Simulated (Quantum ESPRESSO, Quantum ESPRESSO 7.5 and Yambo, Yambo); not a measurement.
# WS2 (2H monolayer): G0W0 with and without spin-orbit coupling

Wanted: the effect of spin-orbit coupling on the quasiparticle gap of WS2 (2H monolayer).

Main program and level: Quantum ESPRESSO 7.5 and Yambo 5.3.0; PBE and many-body steps on it, plane waves.

**The experiments to reproduce.**

- Gap 2.4 eV: quasiparticle direct gap at K, n=1 exciton energy plus estimated binding energy; reflectance contrast with empirical exciton scaling; 70 K; monolayer (exfoliated uncapped monolayer on fused silica) on fused silica (“Coulomb engineering of the bandgap in 2D semiconductors”, 2017, arxiv:1702.01204).

- Gap 2.14 eV: transport (quasiparticle) gap of monolayer from electron and hole threshold voltage difference; ionic liquid gated FET transport; 240 K; monolayer (exfoliated monolayer on SiO2/Si covered by DEME-TFSI ionic liquid) (“Mono- and Bilayer WS2 Light-Emitting Transistors”, 2014, arxiv:1403.7551).

- Gap 2.01 eV: optical gap, neutral A exciton PL peak (not quasiparticle gap); photoluminescence, 532 nm excitation; 300 K; monolayer (hybrid MOCVD monolayer on c-plane sapphire, spin-coated precursor) on c-plane sapphire (“Chemically Tailored Growth of 2D Semiconductors via Hybrid Metal–Organic Chemical Vapor Deposition”, 2024, pmc:11412230).

- Gap 2.73 eV: single-particle (quasiparticle) direct gap at K; two-photon photoluminescence excitation; monolayer (mechanically exfoliated monolayer) (“Exciton Binding Energy of Monolayer WS2”, 2014, arxiv:1403.5108).

- Gap 1.96 eV: optical gap, exciton emission peak from PL; photoluminescence, 532 nm; 300 K; monolayer (CVD-grown monolayer) on SiO2/Si (“Enhancing and controlling valley magnetic response in MoS2/WS2 heterostructures by all-optical route”, 2019, pmc:6748949).

This is a selection; 30 further reports are not listed.

### 1. Starting point

The cell holds 3 atoms: 1 W and 2 S. Cell: a = 3.187 Å, b = 3.187 Å, c = 16.000 Å, α = 90.0°, β = 90.0°, γ = 120.0°. Vacuum lies along c.

As a file:

```cif
data_structure
_symmetry_space_group_name_H-M 'P 1'
_symmetry_Int_Tables_number 1
_cell_length_a 3.1869
_cell_length_b 3.1869
_cell_length_c 16.0000
_cell_angle_alpha 90.000
_cell_angle_beta 90.000
_cell_angle_gamma 120.000
_cell_volume 140.73
loop_
_atom_site_label
_atom_site_type_symbol
_atom_site_fract_x
_atom_site_fract_y
_atom_site_fract_z
_atom_site_occupancy
W1 W 0.33333 0.66667 0.50000 1
S2 S 0.66667 0.33333 0.59821 1
S3 S 0.66667 0.33333 0.40179 1
```

The structure was relaxed with PBE. The runs that relaxed it are not among those shown. Spin-orbit coupling is left out unless a step names it.

### 2. Empty states on the mesh, 6×6×1 mesh, 124 bands

This step: Quantum ESPRESSO 7.5; DFT, PBE, plane waves, norm-conserving pseudopotentials.

The sums over transitions need many empty states on a uniform mesh; this step solves for them.

The input, pw.in:

```
&control
  calculation = 'nscf'
  prefix = 'x'
  outdir = 'o'
  pseudo_dir = 'pseudo'
/
&system
  ibrav = 0
  nat = 3
  ntyp = 2
  ecutwfc = 62.0
  nbnd = 124
  force_symmorphic = .true.
/
&electrons
  conv_thr = 1e-9
  electron_maxstep = 80
  diago_full_acc = .true.
  diago_thr_init = 5e-6
/
ATOMIC_SPECIES
  W 183.84 W.upf
  S 32.06 S.upf
CELL_PARAMETERS angstrom
  3.1869316516 0.0000000001 0.0000000000
  -1.5934658259 2.7599637703 0.0000000000
  0.0000000000 0.0000000000 16.0000000000
ATOMIC_POSITIONS crystal
  W 0.3333333333 0.6666666667 0.5000000000
  S 0.6666666667 0.3333333333 0.5982131499
  S 0.6666666667 0.3333333333 0.4017868501
K_POINTS automatic
  6 6 1 0 0 0
```

Started as:

```console
> OMP_NUM_THREADS=1 mpirun -n 4 pw.x -nk 4 -in pw.in > pw.out
```

What it wrote:

```text
Program PWSCF v.7.5 starts

     This program is part of the open-source Quantum ESPRESSO suite
     for quantum simulation of materials; please cite
         "P. Giannozzi et al., J. Phys.:Condens. Matter 21 395502 (2009);
         "P. Giannozzi et al., J. Phys.:Condens. Matter 29 465901 (2017);
         "P. Giannozzi et al., J. Chem. Phys. 152 154105 (2020);
     in publications or presentations arising from this work. More details at

     Atomic positions and unit cell read from directory:
     o/x.save/

     Message from routine setup:
[...]
32.4602  33.7400  33.8348  34.3653  34.4178  34.4609  34.8928  34.9890
     [... 4 further rows ...]
    45.9890  46.3494  46.5715  46.6290  46.7492  47.0934  47.1887  47.9310
    47.9631  47.9694  48.2902  48.2911

          k = 0.0000-0.5774 0.0000 (  7782 PWs)   bands (ev):

     [... further k-points ...]

     highest occupied, lowest unoccupied level (ev):     0.6479    2.4591

     XML data file, pseudopotentials, collected wavefunctions

=------------------------------------------------------------------------------=
   JOB DONE.
=------------------------------------------------------------------------------=
```

Wall time 20 s (4 MPI ranks of Intel Xeon 6975P-C (Granite Rapids), shared host); peak memory 0.61 GiB.

This step gave:

- gap: 1.811 eV
- k of the valence top: 0.3333, 0.3333, 0
- k of the conduction bottom: 0.3333, 0.3333, 0
- least direct gap: 1.811 eV
- k points computed: 7
- lowest point of the top converged band, above the valence top: 47.64 eV

On this mesh the gap is 1.811 eV.

The density comes from a self-consistent run that is not shown.

### 3. Conversion and set-up

This step: Yambo 5.3.0; conversion and set-up on PBE, plane waves, norm-conserving pseudopotentials.

The states are converted to the many-body program's format and the q mesh is built.

Started as:

```console
> (cd o/x.save; p2y > p2y.log; mv SAVE ../..); yambo > setup.log
```

What it wrote:

```text
 Yambo, version 5.3.0

 [02] CORE Variables Setup
 =========================

  [02.01] Unit cells
  ==================

  Cell kind             :  HCP
  Atoms in the cell     :  W  S
  number of W  atoms    :  1
  number of S  atoms    :  2

  List of atomic masses
  Mass of W     :  183.8400
  Mass of S     :  32.06000

  List of atomic coordinates    : [cc]
  W1       : -0.42710E-09   3.4771       15.118      order 1
  S1       :   3.01121   1.73853  18.08734  order 2
  S2       :   3.01121   1.73853  12.14827  order 3

[...]
BZ  Q-points                                      :   36

 K/Q-points units:
 rlu = crystal or reduced units; cc = cartesian coordinates; iku = interal k-units

 Q [1]          [rlu]:  0.000000  0.000000  0.000000
 Q [2]          [rlu]:  0.29073E-17  0.16667       0.0000
 Q [3]          [rlu]:  0.58146E-17  0.33333       0.0000
 Q [4]          [rlu]: -0.87219E-17 -0.50000       0.0000
 Q [5]          [rlu]:  0.166667  0.166667  0.000000
 Q [6]          [rlu]:  0.166667  0.333333  0.000000
 Q [7]          [rlu]:  0.333333  0.333333  0.000000

  [03.01] X indexes
  =================

   [03.01.01] Sigma indexes
   ========================

 [06] Game Over & Game summary
```

The job ended after 2.7 s (1 MPI rank; peak memory 0.25 GiB).

### 4. Scalar-relativistic

Now the one-shot GW correction: screening in the RPA, then the self-energy of the levels asked for.

This step: G0W0 on PBE, plane waves, norm-conserving pseudopotentials.

The input, gw1.in:

```
HF_and_locXC
gw0
dyson
ppa
em1d
rim_cut
rim_w
RandQpts= 3000000
RandGvec= 100 RL
CUTGeo= "slab z"
RandGvecW= 9 RL
EXXRLvcs= 62 Ry
VXCRLvcs= 248 Ry
Chimod= "HARTREE"
% BndsRnXp
 1 | 124 |
%
NGsBlkXp= 10.5 Ry
% LongDrXp
 1 | 1 | 0 |
%
% GbndRnge
 1 | 124 |
%
DysSolver= "n"
ExtendOut
PPAPntXp= 27.21138 eV
% QPkrange
 7 | 7 | 12 | 15 |
 1 | 1 | 12 | 15 |
%
```

Started as:

```console
> OMP_NUM_THREADS=1 mpirun -n 4 yambo -F gw1.in -J gw1 -C gw1 > gw1.log
```

What it wrote:

```text
 Yambo, version 5.3.0

 [02] CORE Variables Setup
 =========================

  [... cell, symmetries and grids as in the set-up ...]

  [02.05] Energies & Occupations
  ==============================

  [X] === General ===
  [X] Electronic Temperature                        :  0.000000  0.000000 [eV K]
  [X] Bosonic    Temperature                        :  0.000000  0.000000 [eV K]
  [X] Finite Temperature mode                       : no
  [X] El. density                                   :  0.18475E+24 [cm-3]
  [X] Fermi Level                                   :  0.647888 [eV]

  [X] === Gaps and Widths ===
  [X] Conduction Band Min                           :  1.811258 [eV]
  [X] Valence Band Max                              :  0.000000 [eV]
  [X] Filled Bands                                  :  13
  [X] Empty Bands                                   :   14  124
  [X] Direct Gap                                    :  1.811258 [eV]
  [X] Direct Gap localized at k                     :   7
  [X] Indirect Gap                                  :  1.811258 [eV]
  [X] Indirect Gap between kpts                     :   7   7
  [X] Last valence band width                       :  1.187906 [eV]
  [X] 1st conduction band width                     :  1.058886 [eV]

 [03] Transferred momenta grid and indexing
 ==========================================

 IBZ Q-points                                      :   7
 BZ  Q-points                                      :   36

 K/Q-points units:
 rlu = crystal or reduced units; cc = cartesian coordinates; iku = interal k-units

 Q [1]          [rlu]:  0.000000  0.000000  0.000000
 Q [2]          [rlu]:  0.29073E-17  0.16667       0.0000
 Q [3]          [rlu]:  0.58146E-17  0.33333       0.0000
 Q [4]          [rlu]: -0.87219E-17 -0.50000       0.0000
 Q [5]          [rlu]:  0.166667  0.166667  0.000000
 Q [6]          [rlu]:  0.166667  0.333333  0.000000
 Q [7]          [rlu]:  0.333333  0.333333  0.000000

 [04] Coloumb potential Random Integration (RIM)
 ===============================================

 Performing RIM of v_slab

  [04.01] RIM initialization
  ==========================

  * Diagonal components only detected *

  8 x (sBL volume)        :  0.058041 [a.u.]
  sBZ random points       :  3000000
  Points outside the sBZ  :  24000829
  RL volume               :  0.261184 [a.u.]
  Integrated volume       :  0.261175 [a.u.]

  [04.02] RIM integrals
  =====================

  Gamma point sphere radius             :  0.047145 [a.u.]
  Points outside the sphere             :  2398884
  [Int_sBZ(q=0) 1/q^2]*(Vol_sBZ)^(-1/3) =:  7.613394
                                 should be <:  7.795600

  Summary of Coulomb integrals for non-metallic bands |Q|[au] RIM/Bare

  Q [1] 0.100000E-4 0.976627 * Q [2] 0.200783 1.066404
  Q [5] 0.347766 1.040604 * Q [3] 0.401565 1.032663
  Q [6] 0.531221 1.019831 * Q [4] 0.602348 1.015591
  Q [7] 0.695532 1.011635
  Non-periodic chartesian directions : none
  Optical renormalization            :  30.23562 [au]
  Polarizability dimension           : length

 [05] Coloumb potential CutOffslab
 =================================

 Cut directionsZ
 Slab Cutoff:Z
 Symmetry test passed : yes

 [06] Dipoles
 ============

  [06.01] Setup: observables and procedures
  =========================================

  [WARNING] [x,Vnl] slows the Dipoles computation. To neglect it rename the ns.kb_pp file

 [07] Dynamic Dielectric Matrix (PPA)
 ====================================

 [WR./gw1//ndb.pp]---------------------------------------------------------------
  Brillouin Zone Q/K grids (IBZ/BZ)                :    7   36    7   36
  RL vectors                                       :   9989 [WF]
  Coulomb cutoff potential                         : slab z
  Electronic Temperature                           :  0.000000 [K]
  Bosonic    Temperature                           :  0.000000 [K]
  PPA    diel. fun.  energies                      : Perdew, Burke & Ernzerhof(X)+Perdew, Burke & Ernzerhof(C)
[...]
E_xc :  -24.39664 [Ry]

  Local XC kind (lXC) : Perdew, Burke & Ernzerhof(X)+Perdew, Burke & Ernzerhof(C)
  Non-Local XC kind (nlXC) : Hartree-Fock

  Corrections @ K [1] :  [eV]
 <12|nlXC|12> = -17.23896  0.78802E-17 <12|lXC|12> = -15.38888  0.11801E-16
 <13|nlXC|13> = -15.23867  0.10366E-16 <13|lXC|13> = -14.44281  0.000000
 <14|nlXC|14> = -10.51608 -0.17981E-17 <14|lXC|14> = -15.14438  0.000000
 <15|nlXC|15> = -10.51607 -0.14095E-17 <15|lXC|15> = -15.14438  0.000000

  Corrections @ K [7] :  [eV]
 <12|nlXC|12> = -17.29465  0.60239E-17 <12|lXC|12> = -14.09721  0.000000
 <13|nlXC|13> = -15.66570  0.14100E-17 <13|lXC|13> = -15.21957 -0.18882E-15
 <14|nlXC|14> = -12.01562  0.49265E-17 <14|lXC|14> = -16.30513  0.000000
 <15|nlXC|15> = -9.216559  0.13852E-17 <15|lXC|15> = -14.23286  0.000000

  [08.01] Hartree-Fock occupations report
  =======================================

  [Hartree-Fock] === General ===
  [Hartree-Fock] Electronic Temperature             :  0.000000  0.000000 [eV K]
  [Hartree-Fock] Bosonic    Temperature             :  0.000000  0.000000 [eV K]
  [Hartree-Fock] Finite Temperature mode            : no
  [Hartree-Fock] El. density                        :  0.18475E+24 [cm-3]
  [Hartree-Fock] Fermi Level                        :  0.647888 [eV]

  [Hartree-Fock] === Gaps and Widths ===
  [Hartree-Fock] Conduction Band Min                :  2.020747 [eV]
  [Hartree-Fock] Valence Band Max                   : -0.362448 [eV]
  [Hartree-Fock] Filled Bands                       :  13
  [Hartree-Fock] Empty Bands                        :   14  124
  [Hartree-Fock] Direct Gap                         :  2.714865 [eV]
  [Hartree-Fock] Direct Gap localized at k          :  2
  [Hartree-Fock] Indirect Gap                       :  2.383195 [eV]
  [Hartree-Fock] Indirect Gap between kpts          :   2   5
  [Hartree-Fock] Last valence band width            :  0.825458 [eV]
  [Hartree-Fock] 1st conduction band width          :  5.477699 [eV]

 [09] Dyson equation: Newton solver
 ==================================

  [09.01] RIM-W interpolation
  ===========================

  [WARNING] RIM-W works only for 2D semiconductors with slab cutoff
  Found compatible q grid: 2D
  q_min[ 1 ]:  0.16667      0.50426E-11   0.0000     [rlu]
   0.166667  0.083333  0.000000 [iku]
  q_min[ 2 ]:  0.29073E-17  0.16667       0.0000     [rlu]
  -0.60387E-11  0.16667       0.0000     [iku]
  G-vectors :   9
  G-vectors loaded:   65
  Number of interpolated frequencies:  2

  Evaluating coefficients q = 0
  Evaluating coefficients q = 0

  [09.02] RIM-W integrals
  =======================

  8 x (sBL volume)        :  0.058041 [a.u.]
  sBZ random points       :  3000000
  Points outside the sBZ  :  24000829
  RL volume               :  0.261184 [a.u.]
  Integrated volume       :  0.261175 [a.u.]

  [09.03] RIM integrals
  =====================

  Comparison between head Wc = W - v averages: < Wc > [au] RIM-W/RIM

   < -Wc [Q = 1] > 0.411503E-1 0.565988E-4 * < -Wc [Q = 2] > 0.005235 0.005019
   < -Wc [Q = 3] > 0.905436E-3 0.887205E-3 * < -Wc [Q = 4] > 0.305780E-3 0.302502E-3
   < -Wc [Q = 5] > 0.001320 0.001287 * < -Wc [Q = 6] > 0.431701E-3 0.426658E-3
   < -Wc [Q = 7] > 0.206480E-3 0.205041E-3

  Comparison between head Wc = W - v averages: < Wc > [au] RIM-W/RIM

   < -Wc [G = 1,G`=0] > 0.411503E-1 0.565988E-4 * < -Wc [G = 2,G`=0] >-0.002895 0.000000
   < -Wc [G = 3,G`=0] >-0.002895 0.000000 * < -Wc [G = 4,G`=0] > 0.513606E-4  0.00000
   < -Wc [G = 5,G`=0] > 0.513606E-4  0.00000 * < -Wc [G = 6,G`=0] > 0.162132E-3  0.00000
   < -Wc [G = 7,G`=0] > 0.162132E-3  0.00000 * < -Wc [G = 8,G`=0] >-0.376815E-4  0.00000
   < -Wc [G = 9,G`=0] >-0.376815E-4  0.00000

 [10] G0W0 (W PPA)
 =================

 [  GW  ] Bands range     :    1  124
 [GW/PPA] G damping       :  0.100000 [eV]

 QP @ state[ 1 ] K range:  1  1
 QP @ state[ 1 ] b range:  12  15
 QP @ state[ 2 ] K range:   7   7
 QP @ state[ 2 ] b range:  12  15

  Sc/G bands                                       :    1  124
  Sc/G damping                                     :  0.100000 ev
  Sc bands terminator                              : no
  Sx RL components                                 :   7845

  QP @ state[ 1 ] K range                          :  1  1
  QP @ state[ 1 ] b range                          :  12  15
  QP @ state[ 2 ] K range                          :   7   7
  QP @ state[ 2 ] b range                          :  12  15
  GF energies kind                                 : Perdew, Burke & Ernzerhof(X)+Perdew, Burke & Ernzerhof(C)
  GF WF`s kind                                     : Perdew, Burke & Ernzerhof(X)+Perdew, Burke & Ernzerhof(C)
  Xs energies kind                                 : Perdew, Burke & Ernzerhof(X)+Perdew, Burke & Ernzerhof(C)
  Xs WF`s kind                                     : Perdew, Burke & Ernzerhof(X)+Perdew, Burke & Ernzerhof(C)

 [14] Game Over & Game summary
```

Run time: 4.8 min. Hardware: 4 MPI ranks; peak memory 2.2 GiB; 19 min of CPU time.

This step gave:

```yaml
g0w0_gap_on_the_points_computed: 2.835 eV
starting_gap_on_the_mesh: 1.811 eV
k_of_the_valence_top: 0.3333, 0.3333, 0
k_of_the_conduction_bottom: 0.3333, 0.3333, 0
least_direct_g0w0_gap_on_the_computed_points: 2.835 eV
z_at_the_valence_top: 0.7531
z_at_the_conduction_bottom: 0.7514
```

The gap on the mesh goes from 1.81 eV to 2.83 eV, a correction of +1.02 eV.

### 5. Empty states on the mesh, 6×6×1 mesh, 248 bands

This step: Quantum ESPRESSO 7.5; DFT, PBE with spin-orbit coupling, plane waves, norm-conserving pseudopotentials.

Edit pw.in of step 2 so:

```diff
@@ -11,4 +11,6 @@
   ecutwfc = 62.0
-  nbnd = 124
+  nbnd = 248
   force_symmorphic = .true.
+  noncolin = .true.
+  lspinorb = .true.
 /
```

Started as:

```console
> OMP_NUM_THREADS=1 mpirun -n 4 pw.x -nk 4 -in pw.in > pw.out
```

What it wrote:

```text
[banner, memory and clock lines left out]
Program PWSCF v.7.5 starts

     Atomic positions and unit cell read from directory:
     o/x.save/

     Message from routine setup:
     using ibrav=0 with symmetry is DISCOURAGED, use correct ibrav instead

     G-vector sticks info

     bravais-lattice index     =            0
     lattice parameter (alat)  =       6.0224  a.u.
     unit-cell volume          =     949.7137 (a.u.)^3
     number of atoms/cell      =            3
     number of atomic types    =            2
     number of electrons       =        26.00
[...]
[... 19 further rows ...]
[...]
k =-0.0000 0.1925 0.0000 (  7875 PWs)   bands (ev):

[...]
[... 19 further rows ...]
[...]
k =-0.0000 0.3849 0.0000 (  7849 PWs)   bands (ev):

[...]
[... 19 further rows ...]
    46.7517  46.7517  47.0929  47.0929  47.1905  47.1905  47.9298  47.9298
    47.9575  47.9575  47.9776  47.9776  48.2821  48.2821  48.2908  48.2908

          k = 0.0000-0.5774 0.0000 (  7782 PWs)   bands (ev):

     [... further k-points ...]

     highest occupied, lowest unoccupied level (ev):     0.8718    2.4273

     XML data file, pseudopotentials, collected wavefunctions
```

The job ended after 89 s (4 MPI ranks; peak memory 1.6 GiB; 5.9 min of CPU time).

This step gave:

| Item | Value |
| --- | --- |
| gap | 1.555 eV |
| k of the valence top | 0.3333, 0.3333, 0 |
| k of the conduction bottom | 0.3333, 0.3333, 0 |
| least direct gap | 1.555 eV |
| k points computed | 7 |
| lowest point of the top converged band, above the valence top | 47.42 eV |

On this mesh the gap is 1.555 eV.

The density comes from a self-consistent run that is not shown, made with spin-orbit coupling and fully relativistic files.

### 6. Conversion and set-up

This step: Yambo 5.3.0; conversion and set-up on PBE with spin-orbit coupling, plane waves, norm-conserving pseudopotentials.

Started as:

```console
> (cd o/x.save; p2y > p2y.log; mv SAVE ../..); yambo > setup.log
```

What it wrote:

```text
 Yambo, version 5.3.0

 [02] CORE Variables Setup
 =========================

  [02.01] Unit cells
  ==================

  Cell kind             :  HCP
  Atoms in the cell     :  W  S
  number of W  atoms    :  1
  number of S  atoms    :  2

  List of atomic masses
  Mass of W     :  183.8400
  Mass of S     :  32.06000

  List of atomic coordinates    : [cc]
  W1       : -0.42710E-09   3.4771       15.118      order 1
  S1       :   3.01121   1.73853  18.08734  order 2
  S2       :   3.01121   1.73853  12.14827  order 3

[...]
BZ  Q-points                                      :   36

 K/Q-points units:
 rlu = crystal or reduced units; cc = cartesian coordinates; iku = interal k-units

 Q [1]          [rlu]:  0.000000  0.000000  0.000000
 Q [2]          [rlu]:  0.29073E-17  0.16667       0.0000
 Q [3]          [rlu]:  0.58146E-17  0.33333       0.0000
 Q [4]          [rlu]: -0.87219E-17 -0.50000       0.0000
 Q [5]          [rlu]:  0.166667  0.166667  0.000000
 Q [6]          [rlu]:  0.166667  0.333333  0.000000
 Q [7]          [rlu]:  0.333333  0.333333  0.000000

  [03.01] X indexes
  =================

   [03.01.01] Sigma indexes
   ========================

 [06] Game Over & Game summary
```

It took 4 s on 1 MPI rank; peak memory 0.25 GiB.

[end of part 1 of 2]

[Paths, hosts, dates, memory and timing lines, banners, echoed tables and standing remarks are left out of the program output.]

[Logs are printed without paths, hosts, clocks, repeated set-up lines and the standing remarks that a program may print on its own settings, such as how far it seeks lower states.]

[Runs of the session that timed out or met a known fault of the program may be left out.]

[Hosts, paths, dates, database ids (printed as entryN), source tags and the programs' standing remarks are cut or masked in the printed files.]
